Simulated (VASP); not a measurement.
# K (Pm-3m) in VASP: further runs, part 2 of 6

VASP 6.6.1.

### 8 Equation of state, PBE, 77.68 Å³/atom

The input, INCAR:

```
SYSTEM = K
ADDGRID = .False.
ALGO = Normal
EDIFF = 1E-6
ENCUT = 350
GGA = PE
ISIF = 2
ISMEAR = 0
LASPH = .True.
LCHARG = .False.
LREAL = .False.
LWAVE = .False.
NELM = 100
PREC = Accurate
SIGMA = 0.2
```

The input, KPOINTS:

```
k-points
0
Gamma
  3 3 3
  0 0 0
```

The input, POSCAR:

```
K
1.0
    4.2668967202      0.0000000000      0.0000000000
    0.0000000000      4.2668967202      0.0000000000
    0.0000000000      0.0000000000      4.2668967202
K
1
Direct
    0.0000000000      0.0000000000      0.0000000000
```

Started as:

```bash
cat potpaw_PBE.64/K_sv/POTCAR > POTCAR
mpirun -np 1 vasp_std > vasp.out
```

It took 2.7 s on 1 thread of Intel Xeon Platinum 8488C (Sapphire Rapids), shared host; peak memory 0.14 GiB.

The run converged, but some of its settings lie outside the range that counts as converged, so its numbers aren't taken as properties of the crystal.

Results:

```
Free energy            : -0.9050 eV
Pressure               : 0.1 GPa
Band gap on the k mesh : none (metal or under the smearing width)
```

Caveat: the k mesh is coarse (spacing up to 0.49 Å⁻¹), so the values aren't converged.

### 9 Equation of state, PBE, 82.49 Å³/atom

INCAR is that of step 8.

KPOINTS is that of step 8.

The input, POSCAR:

```
K
1.0
    4.3531198844      0.0000000000      0.0000000000
    0.0000000000      4.3531198844      0.0000000000
    0.0000000000      0.0000000000      4.3531198844
K
1
Direct
    0.0000000000      0.0000000000      0.0000000000
```

Potentials or basis: VASP PAW PBE potentials, release 64 (K_sv).

Started as:

```bash
cat potpaw_PBE.64/K_sv/POTCAR > POTCAR
mpirun -np 1 vasp_std > vasp.out
```

Run time: 2.9 s. Hardware: 1 thread of Intel Xeon Platinum 8488C (Sapphire Rapids), shared host; peak memory 0.14 GiB.

These settings aren't checked as converged: the numbers below hold their error.

What came out:

```
Free energy            : -0.9060 eV
Pressure               : -0.1 GPa
Band gap on the k mesh : none (metal or under the smearing width)
```

Caveat: the k mesh is coarse (spacing up to 0.48 Å⁻¹), so the values aren't converged.

### 10 Equation of state, PBE, 77.68 Å³/atom

Changes to INCAR since step 9:

```diff
@@ -4,3 +4,3 @@
 EDIFF = 1E-6
-ENCUT = 350
+ENCUT = 400
 GGA = PE
```

KPOINTS is that of step 9.

The input, POSCAR:

```
K
1.0
    4.2668967202      0.0000000000      0.0000000000
    0.0000000000      4.2668967202      0.0000000000
    0.0000000000      0.0000000000      4.2668967202
K
1
Direct
    0.0000000000      0.0000000000      0.0000000000
```

Started as:

```bash
cat potpaw_PBE.64/K_sv/POTCAR > POTCAR
mpirun -np 1 vasp_std > vasp.out
```

Wall time 2.6 s (1 thread of Intel Xeon Platinum 8488C (Sapphire Rapids), shared host); peak memory 0.14 GiB.

The run converged, but some of its settings lie outside the range that counts as converged, so its numbers aren't taken as properties of the crystal.

Results:

```yaml
Free_energy: -0.9054 eV
Pressure: 0.1 GPa
Band_gap_on_the_k_mesh: none (metal or under the smearing width)
```

Caveat: the k mesh is coarse (spacing up to 0.49 Å⁻¹), so the values aren't converged.

### 11 Equation of state, PBE, 82.49 Å³/atom

INCAR is that of step 10.

KPOINTS is that of step 10.

The input, POSCAR:

```
K
1.0
    4.3531198844      0.0000000000      0.0000000000
    0.0000000000      4.3531198844      0.0000000000
    0.0000000000      0.0000000000      4.3531198844
K
1
Direct
    0.0000000000      0.0000000000      0.0000000000
```

Started as:

```bash
cat potpaw_PBE.64/K_sv/POTCAR > POTCAR
mpirun -np 1 vasp_std > vasp.out
```

Wall time 2.7 s (1 thread of Intel Xeon Platinum 8488C (Sapphire Rapids), shared host); peak memory 0.14 GiB.

These settings aren't checked as converged: the numbers below hold their error.

What came out:

```yaml
Free_energy: -0.9066 eV
Pressure: 0.0 GPa
Band_gap_on_the_k_mesh: none (metal or under the smearing width)
```

Caveat: the k mesh is coarse (spacing up to 0.48 Å⁻¹), so the values aren't converged.

### 12 Equation of state, PBE, 77.68 Å³/atom

Changes to INCAR since step 11:

```diff
@@ -4,3 +4,3 @@
 EDIFF = 1E-6
-ENCUT = 400
+ENCUT = 500
 GGA = PE
```

KPOINTS is that of step 11.

The input, POSCAR:

```
K
1.0
    4.2668967202      0.0000000000      0.0000000000
    0.0000000000      4.2668967202      0.0000000000
    0.0000000000      0.0000000000      4.2668967202
K
1
Direct
    0.0000000000      0.0000000000      0.0000000000
```

Potentials or basis: VASP PAW PBE potentials, release 64 (K_sv).

Started as:

```bash
cat potpaw_PBE.64/K_sv/POTCAR > POTCAR
mpirun -np 1 vasp_std > vasp.out
```

It took 3.3 s on 1 thread of Intel Xeon Platinum 8488C (Sapphire Rapids), shared host; peak memory 0.16 GiB.

These settings aren't checked as converged: the numbers below hold their error.

Results:

| Item | Value |
| --- | --- |
| Free energy | -0.9056 eV |
| Pressure | 0.1 GPa |
| Band gap on the k mesh | none (metal or under the smearing width) |

Caveat: the k mesh is coarse (spacing up to 0.49 Å⁻¹), so the values aren't converged.

### 13 Equation of state, PBE, 82.49 Å³/atom

INCAR is that of step 12.

KPOINTS is that of step 12.

The input, POSCAR:

```
K
1.0
    4.3531198844      0.0000000000      0.0000000000
    0.0000000000      4.3531198844      0.0000000000
    0.0000000000      0.0000000000      4.3531198844
K
1
Direct
    0.0000000000      0.0000000000      0.0000000000
```

Started as:

```bash
cat potpaw_PBE.64/K_sv/POTCAR > POTCAR
mpirun -np 1 vasp_std > vasp.out
```

Wall time 3.1 s (1 thread of Intel Xeon Platinum 8488C (Sapphire Rapids), shared host); peak memory 0.16 GiB.

These settings aren't checked as converged: the numbers below hold their error.

Results:

- Free energy: -0.9068 eV
- Pressure: -0.1 GPa
- Band gap on the k mesh: none (metal or under the smearing width)

Caveat: the k mesh is coarse (spacing up to 0.48 Å⁻¹), so the values aren't converged.

### 14 Equation of state, PBE, 77.68 Å³/atom

Changes to INCAR since step 13:

```diff
@@ -4,3 +4,3 @@
 EDIFF = 1E-6
-ENCUT = 500
+ENCUT = 200
 GGA = PE
```

The input, KPOINTS:

```
k-points
0
Gamma
  5 5 5
  0 0 0
```

The input, POSCAR:

```
K
1.0
    4.2668967202      0.0000000000      0.0000000000
    0.0000000000      4.2668967202      0.0000000000
    0.0000000000      0.0000000000      4.2668967202
K
1
Direct
    0.0000000000      0.0000000000      0.0000000000
```

Started as:

```bash
cat potpaw_PBE.64/K_sv/POTCAR > POTCAR
mpirun -np 1 vasp_std > vasp.out
```

Run time: 2.1 s. Hardware: 1 thread of Intel Xeon Platinum 8488C (Sapphire Rapids), shared host; peak memory 0.11 GiB.

The run converged, but a check on its numbers failed (symmetry, net force, bounds or a known fault of this set-up), so they aren't taken as properties of the crystal.

Caveat: the cutoff lies under the usual one of these potentials, so the numbers hold a large basis-set error.

### 15 Equation of state, PBE, 82.49 Å³/atom

INCAR is that of step 14.

KPOINTS is that of step 14.

The input, POSCAR:

```
K
1.0
    4.3531198844      0.0000000000      0.0000000000
    0.0000000000      4.3531198844      0.0000000000
    0.0000000000      0.0000000000      4.3531198844
K
1
Direct
    0.0000000000      0.0000000000      0.0000000000
```

Potentials or basis: VASP PAW PBE potentials, release 64 (K_sv).

Started as:

```bash
cat potpaw_PBE.64/K_sv/POTCAR > POTCAR
mpirun -np 1 vasp_std > vasp.out
```

Wall time 2.3 s (1 thread of Intel Xeon Platinum 8488C (Sapphire Rapids), shared host); peak memory 0.11 GiB.

The run converged, but a check on its numbers failed (symmetry, net force, bounds or a known fault of this set-up), so they aren't taken as properties of the crystal.

Caveat: the cutoff lies under the usual one of these potentials, so the numbers hold a large basis-set error.

### 16 Equation of state, PBE, 77.68 Å³/atom

Changes to INCAR since step 15:

```diff
@@ -4,3 +4,3 @@
 EDIFF = 1E-6
-ENCUT = 200
+ENCUT = 600
 GGA = PE
```

The input, KPOINTS:

```
k-points
0
Gamma
  3 3 3
  0 0 0
```

The input, POSCAR:

```
K
1.0
    4.2668967202      0.0000000000      0.0000000000
    0.0000000000      4.2668967202      0.0000000000
    0.0000000000      0.0000000000      4.2668967202
K
1
Direct
    0.0000000000      0.0000000000      0.0000000000
```

Started as:

```bash
cat potpaw_PBE.64/K_sv/POTCAR > POTCAR
mpirun -np 1 vasp_std > vasp.out
```

It took 4.4 s on 1 thread of Intel Xeon Platinum 8488C (Sapphire Rapids), shared host; peak memory 0.19 GiB.

These settings aren't checked as converged: the numbers below hold their error.

What came out:

- Free energy: -0.9058 eV
- Pressure: 0.1 GPa
- Band gap on the k mesh: none (metal or under the smearing width)

Caveat: the k mesh is coarse (spacing up to 0.49 Å⁻¹), so the values aren't converged.

### 17 Equation of state, PBE, 82.49 Å³/atom

INCAR is that of step 16.

KPOINTS is that of step 16.

The input, POSCAR:

```
K
1.0
    4.3531198844      0.0000000000      0.0000000000
    0.0000000000      4.3531198844      0.0000000000
    0.0000000000      0.0000000000      4.3531198844
K
1
Direct
    0.0000000000      0.0000000000      0.0000000000
```

Started as:

```bash
cat potpaw_PBE.64/K_sv/POTCAR > POTCAR
mpirun -np 1 vasp_std > vasp.out
```

Wall time 4.4 s (1 thread of Intel Xeon Platinum 8488C (Sapphire Rapids), shared host); peak memory 0.19 GiB.

These settings aren't checked as converged: the numbers below hold their error.

What came out:

- Free energy: -0.9069 eV
- Pressure: 0.0 GPa
- Band gap on the k mesh: none (metal or under the smearing width)

Caveat: the k mesh is coarse (spacing up to 0.48 Å⁻¹), so the values aren't converged.

### 18 Equation of state, PBE, 77.68 Å³/atom

Changes to INCAR since step 17:

```diff
@@ -4,3 +4,3 @@
 EDIFF = 1E-6
-ENCUT = 600
+ENCUT = 250
 GGA = PE
```

The input, KPOINTS:

```
k-points
0
Gamma
  5 5 5
  0 0 0
```

The input, POSCAR:

```
K
1.0
    4.2668967202      0.0000000000      0.0000000000
    0.0000000000      4.2668967202      0.0000000000
    0.0000000000      0.0000000000      4.2668967202
K
1
Direct
    0.0000000000      0.0000000000      0.0000000000
```

Potentials or basis: VASP PAW PBE potentials, release 64 (K_sv).

Started as:

```bash
cat potpaw_PBE.64/K_sv/POTCAR > POTCAR
mpirun -np 1 vasp_std > vasp.out
```

Wall time 2.1 s (1 thread of Intel Xeon Platinum 8488C (Sapphire Rapids), shared host); peak memory 0.12 GiB.

The run converged, but a check on its numbers failed (symmetry, net force, bounds or a known fault of this set-up), so they aren't taken as properties of the crystal.

Caveat: the cutoff lies under the usual one of these potentials, so the numbers hold a large basis-set error.

### 19 Equation of state, PBE, 82.49 Å³/atom

INCAR is that of step 18.

KPOINTS is that of step 18.

The input, POSCAR:

```
K
1.0
    4.3531198844      0.0000000000      0.0000000000
    0.0000000000      4.3531198844      0.0000000000
    0.0000000000      0.0000000000      4.3531198844
K
1
Direct
    0.0000000000      0.0000000000      0.0000000000
```

Started as:

```bash
cat potpaw_PBE.64/K_sv/POTCAR > POTCAR
mpirun -np 1 vasp_std > vasp.out
```

Run time: 2.3 s. Hardware: 1 thread of Intel Xeon Platinum 8488C (Sapphire Rapids), shared host; peak memory 0.12 GiB.

The run converged, but a check on its numbers failed (symmetry, net force, bounds or a known fault of this set-up), so they aren't taken as properties of the crystal.

Caveat: the cutoff lies under the usual one of these potentials, so the numbers hold a large basis-set error.

### 20 Equation of state, PBE, 77.68 Å³/atom

Changes to INCAR since step 19:

```diff
@@ -4,3 +4,3 @@
 EDIFF = 1E-6
-ENCUT = 250
+ENCUT = 200
 GGA = PE
```

The input, KPOINTS:

```
k-points
0
Gamma
  6 6 6
  0 0 0
```

The input, POSCAR:

```
K
1.0
    4.2668967202      0.0000000000      0.0000000000
    0.0000000000      4.2668967202      0.0000000000
    0.0000000000      0.0000000000      4.2668967202
K
1
Direct
    0.0000000000      0.0000000000      0.0000000000
```

Started as:

```bash
cat potpaw_PBE.64/K_sv/POTCAR > POTCAR
mpirun -np 1 vasp_std > vasp.out
```

Run time: 2.6 s. Hardware: 1 thread of Intel Xeon Platinum 8488C (Sapphire Rapids), shared host; peak memory 0.11 GiB.

The run converged, but a check on its numbers failed (symmetry, net force, bounds or a known fault of this set-up), so they aren't taken as properties of the crystal.

Caveat: the cutoff lies under the usual one of these potentials, so the numbers hold a large basis-set error.

### 21 Equation of state, PBE, 82.49 Å³/atom

INCAR is that of step 20.

KPOINTS is that of step 20.

The input, POSCAR:

```
K
1.0
    4.3531198844      0.0000000000      0.0000000000
    0.0000000000      4.3531198844      0.0000000000
    0.0000000000      0.0000000000      4.3531198844
K
1
Direct
    0.0000000000      0.0000000000      0.0000000000
```

Potentials or basis: VASP PAW PBE potentials, release 64 (K_sv).

Started as:

```bash
cat potpaw_PBE.64/K_sv/POTCAR > POTCAR
mpirun -np 1 vasp_std > vasp.out
```

Run time: 2.8 s. Hardware: 1 thread of Intel Xeon Platinum 8488C (Sapphire Rapids), shared host; peak memory 0.11 GiB.

The run converged, but a check on its numbers failed (symmetry, net force, bounds or a known fault of this set-up), so they aren't taken as properties of the crystal.

Caveat: the cutoff lies under the usual one of these potentials, so the numbers hold a large basis-set error.

### 22 Equation of state, PBE, 77.68 Å³/atom

Changes to INCAR since step 21:

```diff
@@ -4,3 +4,3 @@
 EDIFF = 1E-6
-ENCUT = 200
+ENCUT = 350
 GGA = PE
```

The input, KPOINTS:

```
k-points
0
Gamma
  5 5 5
  0 0 0
```

The input, POSCAR:

```
K
1.0
    4.2668967202      0.0000000000      0.0000000000
    0.0000000000      4.2668967202      0.0000000000
    0.0000000000      0.0000000000      4.2668967202
K
1
Direct
    0.0000000000      0.0000000000      0.0000000000
```

Started as:

```bash
cat potpaw_PBE.64/K_sv/POTCAR > POTCAR
mpirun -np 1 vasp_std > vasp.out
```

Run time: 3.7 s. Hardware: 1 thread of Intel Xeon Platinum 8488C (Sapphire Rapids), shared host; peak memory 0.14 GiB.

The run converged, but some of its settings lie outside the range that counts as converged, so its numbers aren't taken as properties of the crystal.

What came out:

- Free energy: -0.9394 eV
- Pressure: 0.0 GPa
- Band gap on the k mesh: none (metal or under the smearing width)

### 23 Equation of state, PBE, 82.49 Å³/atom

INCAR is that of step 22.

KPOINTS is that of step 22.

The input, POSCAR:

```
K
1.0
    4.3531198844      0.0000000000      0.0000000000
    0.0000000000      4.3531198844      0.0000000000
    0.0000000000      0.0000000000      4.3531198844
K
1
Direct
    0.0000000000      0.0000000000      0.0000000000
```

Started as:

```bash
cat potpaw_PBE.64/K_sv/POTCAR > POTCAR
mpirun -np 1 vasp_std > vasp.out
```

Run time: 3.7 s. Hardware: 1 thread of Intel Xeon Platinum 8488C (Sapphire Rapids), shared host; peak memory 0.14 GiB.

The run converged, but some of its settings lie outside the range that counts as converged, so its numbers aren't taken as properties of the crystal.

What came out:

```
Free energy            : -0.9397 eV
Pressure               : -0.1 GPa
Band gap on the k mesh : none (metal or under the smearing width)
```

### 24 Equation of state, PBE, 77.68 Å³/atom

Changes to INCAR since step 23:

```diff
@@ -4,3 +4,3 @@
 EDIFF = 1E-6
-ENCUT = 350
+ENCUT = 250
 GGA = PE
```

The input, KPOINTS:

```
k-points
0
Gamma
  6 6 6
  0 0 0
```

The input, POSCAR:

```
K
1.0
    4.2668967202      0.0000000000      0.0000000000
    0.0000000000      4.2668967202      0.0000000000
    0.0000000000      0.0000000000      4.2668967202
K
1
Direct
    0.0000000000      0.0000000000      0.0000000000
```

Potentials or basis: VASP PAW PBE potentials, release 64 (K_sv).

Started as:

```bash
cat potpaw_PBE.64/K_sv/POTCAR > POTCAR
mpirun -np 1 vasp_std > vasp.out
```

Wall time 2.6 s (1 thread of Intel Xeon Platinum 8488C (Sapphire Rapids), shared host); peak memory 0.12 GiB.

The run converged, but a check on its numbers failed (symmetry, net force, bounds or a known fault of this set-up), so they aren't taken as properties of the crystal.

Caveat: the cutoff lies under the usual one of these potentials, so the numbers hold a large basis-set error.

### 25 Equation of state, PBE, 82.49 Å³/atom

INCAR is that of step 24.

KPOINTS is that of step 24.

The input, POSCAR:

```
K
1.0
    4.3531198844      0.0000000000      0.0000000000
    0.0000000000      4.3531198844      0.0000000000
    0.0000000000      0.0000000000      4.3531198844
K
1
Direct
    0.0000000000      0.0000000000      0.0000000000
```

Started as:

```bash
cat potpaw_PBE.64/K_sv/POTCAR > POTCAR
mpirun -np 1 vasp_std > vasp.out
```

Run time: 2.9 s. Hardware: 1 thread of Intel Xeon Platinum 8488C (Sapphire Rapids), shared host; peak memory 0.12 GiB.

The run converged, but a check on its numbers failed (symmetry, net force, bounds or a known fault of this set-up), so they aren't taken as properties of the crystal.

Caveat: the cutoff lies under the usual one of these potentials, so the numbers hold a large basis-set error.

### 26 Equation of state, PBE, 77.68 Å³/atom

Changes to INCAR since step 25:

```diff
@@ -4,3 +4,3 @@
 EDIFF = 1E-6
-ENCUT = 250
+ENCUT = 200
 GGA = PE
```

The input, KPOINTS:

```
k-points
0
Gamma
  7 7 7
  0 0 0
```

The input, POSCAR:

```
K
1.0
    4.2668967202      0.0000000000      0.0000000000
    0.0000000000      4.2668967202      0.0000000000
    0.0000000000      0.0000000000      4.2668967202
K
1
Direct
    0.0000000000      0.0000000000      0.0000000000
```

Started as:

```bash
cat potpaw_PBE.64/K_sv/POTCAR > POTCAR
mpirun -np 1 vasp_std > vasp.out
```

It took 2.6 s on 1 thread of Intel Xeon Platinum 8488C (Sapphire Rapids), shared host; peak memory 0.11 GiB.

The run converged, but a check on its numbers failed (symmetry, net force, bounds or a known fault of this set-up), so they aren't taken as properties of the crystal.

Caveat: the cutoff lies under the usual one of these potentials, so the numbers hold a large basis-set error.

### 27 Equation of state, PBE, 82.49 Å³/atom

INCAR is that of step 26.

KPOINTS is that of step 26.

The input, POSCAR:

```
K
1.0
    4.3531198844      0.0000000000      0.0000000000
    0.0000000000      4.3531198844      0.0000000000
    0.0000000000      0.0000000000      4.3531198844
K
1
Direct
    0.0000000000      0.0000000000      0.0000000000
```

Potentials or basis: VASP PAW PBE potentials, release 64 (K_sv).

Started as:

```bash
cat potpaw_PBE.64/K_sv/POTCAR > POTCAR
mpirun -np 1 vasp_std > vasp.out
```

Wall time 2.8 s (1 thread of Intel Xeon Platinum 8488C (Sapphire Rapids), shared host); peak memory 0.11 GiB.

The run converged, but a check on its numbers failed (symmetry, net force, bounds or a known fault of this set-up), so they aren't taken as properties of the crystal.

Caveat: the cutoff lies under the usual one of these potentials, so the numbers hold a large basis-set error.

### 28 Equation of state, PBE, 77.68 Å³/atom

Changes to INCAR since step 27:

```diff
@@ -4,3 +4,3 @@
 EDIFF = 1E-6
-ENCUT = 200
+ENCUT = 400
 GGA = PE
```

The input, KPOINTS:

```
k-points
0
Gamma
  5 5 5
  0 0 0
```

The input, POSCAR:

```
K
1.0
    4.2668967202      0.0000000000      0.0000000000
    0.0000000000      4.2668967202      0.0000000000
    0.0000000000      0.0000000000      4.2668967202
K
1
Direct
    0.0000000000      0.0000000000      0.0000000000
```

Started as:

```bash
cat potpaw_PBE.64/K_sv/POTCAR > POTCAR
mpirun -np 1 vasp_std > vasp.out
```

Run time: 3.7 s. Hardware: 1 thread of Intel Xeon Platinum 8488C (Sapphire Rapids), shared host; peak memory 0.14 GiB.

These settings aren't checked as converged: the numbers below hold their error.

Results:

```
Free energy            : -0.9400 eV
Pressure               : 0.1 GPa
Band gap on the k mesh : none (metal or under the smearing width)
```

### 29 Equation of state, PBE, 82.49 Å³/atom

INCAR is that of step 28.

KPOINTS is that of step 28.

The input, POSCAR:

```
K
1.0
    4.3531198844      0.0000000000      0.0000000000
    0.0000000000      4.3531198844      0.0000000000
    0.0000000000      0.0000000000      4.3531198844
K
1
Direct
    0.0000000000      0.0000000000      0.0000000000
```

Started as:

```bash
cat potpaw_PBE.64/K_sv/POTCAR > POTCAR
mpirun -np 1 vasp_std > vasp.out
```

Run time: 3.6 s. Hardware: 1 thread of Intel Xeon Platinum 8488C (Sapphire Rapids), shared host; peak memory 0.14 GiB.

These settings aren't checked as converged: the numbers below hold their error.

Results:

- Free energy: -0.9402 eV
- Pressure: -0.1 GPa
- Band gap on the k mesh: none (metal or under the smearing width)

### 30 Equation of state, PBE, 77.68 Å³/atom

Changes to INCAR since step 29:

```diff
@@ -4,3 +4,3 @@
 EDIFF = 1E-6
-ENCUT = 400
+ENCUT = 250
 GGA = PE
```

The input, KPOINTS:

```
k-points
0
Gamma
  7 7 7
  0 0 0
```

The input, POSCAR:

```
K
1.0
    4.2668967202      0.0000000000      0.0000000000
    0.0000000000      4.2668967202      0.0000000000
    0.0000000000      0.0000000000      4.2668967202
K
1
Direct
    0.0000000000      0.0000000000      0.0000000000
```

Potentials or basis: VASP PAW PBE potentials, release 64 (K_sv).

Started as:

```bash
cat potpaw_PBE.64/K_sv/POTCAR > POTCAR
mpirun -np 1 vasp_std > vasp.out
```

Run time: 2.7 s. Hardware: 1 thread of Intel Xeon Platinum 8488C (Sapphire Rapids), shared host; peak memory 0.12 GiB.

The run converged, but a check on its numbers failed (symmetry, net force, bounds or a known fault of this set-up), so they aren't taken as properties of the crystal.

Caveat: the cutoff lies under the usual one of these potentials, so the numbers hold a large basis-set error.

(Part 2 of 6 ends here.)
